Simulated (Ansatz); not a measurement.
Si built on the diamond prototype (r2SCAN geometry), in Ansatz:

```cif
data_structure
_symmetry_space_group_name_H-M 'Fd-3m:1'
_symmetry_Int_Tables_number 227
_cell_length_a 5.4442
_cell_length_b 5.4442
_cell_length_c 5.4442
_cell_angle_alpha 90.000
_cell_angle_beta 90.000
_cell_angle_gamma 90.000
_cell_volume 161.37
loop_
_atom_site_label
_atom_site_type_symbol
_atom_site_symmetry_multiplicity
_atom_site_Wyckoff_symbol
_atom_site_fract_x
_atom_site_fract_y
_atom_site_fract_z
_atom_site_occupancy
Si1 Si 8 b 0.00000 0.00000 0.50000 1
```

G0W0@PBE with 151 empty bands, a screening cutoff of 140 eV and a 4×4×4 mesh (PAW, contour deformation) gives 1.175 eV over the mesh points, from a PBE gap of 0.706 eV; it sums over 155 bands with 169 plane waves in the screening and a wave cutoff of 420 eV. No extrapolation in bands, cutoff or mesh was made for G0W0. No spin polarisation and no zero-point or thermal motion.

Problem. Estimate the gap with starting point HSE06.

Solution. 1.434 eV (+0.259 eV), from a Kohn-Sham gap of 1.327 eV.

Problem. Estimate the gap with empty bands 65, screening cutoff 80 eV.

Solution. 1.069 eV (-0.106 eV), from a Kohn-Sham gap of 0.706 eV.

Problem. Another run gave a Kohn-Sham gap of 0.589 eV and a G0W0 gap of 1.121 eV, summing over 155 bands with 169 plane waves in the screening and a wave cutoff of 420 eV. What was changed?

Solution. Starting point LDA. The Kohn-Sham gap has moved while bands and screening basis stay.
